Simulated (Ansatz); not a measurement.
PbSe, space group Cmcm, an equation of state with a fit

With the Python package of Ansatz (0.2.0).

The cells in order, each with its output:

In [1]:
```python
import ansatz as az
import numpy as np
from pymatgen.analysis.eos import EOS

vectors0 = np.array([
    [2.154877, -6.133947, 0.0],
    [2.154877, 6.133947, 0.0],
    [0.0, 0.0, 4.450494],
])
sites = [
    ("Pb", [0.631761, 0.368239, 0.75]),
    ("Pb", [0.368239, 0.631761, 0.25]),
    ("Se", [0.86129, 0.13871, 0.75]),
    ("Se", [0.13871, 0.86129, 0.25]),
]
```

In [2]:
```python
def on_lattice(cell):
    crystal = az.Crystal(lattice=az.Lattice.of(cell))
    for symbol, position in sites:
        crystal = crystal.atom(symbol, position)
    return crystal

# uniform scaling of the cell
volumes, energies = [], []
for scale in np.linspace(0.88, 1.12, 7):
    cell = vectors0 * scale ** (1 / 3)
    model = on_lattice(cell).calculation()
    model = model.occupations("fixed")
    model = model.functional("lda").basis(550)
    model = model.kpoints(6, 6, 4)
    r = model.run(threads=1, pin="off").report
    volumes.append(abs(np.linalg.det(cell)) / len(sites))
    energies.append(r["free_energy_ev"] / len(sites))
    print(f"V = {volumes[-1]:8.4f} A^3/atom  F = {energies[-1]:.5f} eV/atom")

for form in ["vinet", "pourier_tarantola", "murnaghan"]:
    fit = EOS(eos_name=form).fit(volumes, energies)
    print(f"{form:18s} V0 {fit.v0:8.4f} A^3/atom  B0 {fit.b0_GPa:7.1f} GPa  B1 {fit.b1:5.2f}")
```
```text
V =  25.8835 A^3/atom  F = -8493.26434 eV/atom
V =  27.0600 A^3/atom  F = -8493.28121 eV/atom
V =  28.2366 A^3/atom  F = -8493.27867 eV/atom
V =  29.4131 A^3/atom  F = -8493.26077 eV/atom
V =  30.5896 A^3/atom  F = -8493.23073 eV/atom
V =  31.7661 A^3/atom  F = -8493.19109 eV/atom
V =  32.9427 A^3/atom  F = -8493.14393 eV/atom
vinet              V0  27.4680 A^3/atom  B0    56.6 GPa  B1  4.38
pourier_tarantola  V0  27.4710 A^3/atom  B0    56.5 GPa  B1  4.22
murnaghan          V0  27.4596 A^3/atom  B0    56.8 GPa  B1  4.82
```

A third-order Birch-Murnaghan fit through the 7 points (the script's own form differs a little) has its minimum at 27.47 Å³ an atom, 6.6 % below the typed cell, with a bulk modulus of 57 GPa and dB/dP = 4.5. From that minimum the energy rises by 18.0 meV an atom on the compressed side and 138.4 meV on the expanded side. The window is off centre, so dB/dP is rough.

Reading the output:
- Absolute energies stand on the zero of these potentials, so only differences at equal settings mean something.
- Shape and fractional positions are held along the curve, so the bulk modulus is an upper value where they are free to relax, by a factor of two or more in layered or hydrogen-bonded cells.
- For a gap this small the mesh is coarse, and bands can meet between its points.
- Spin-orbit coupling, which matters for elements this heavy, is left out.
- The structure comes from a database of computed cells and needn't be a stable or known phase.
- Timing: 60 s on 1 thread of Arm Neoverse V1 (shared host), peak memory 0.66 GiB.
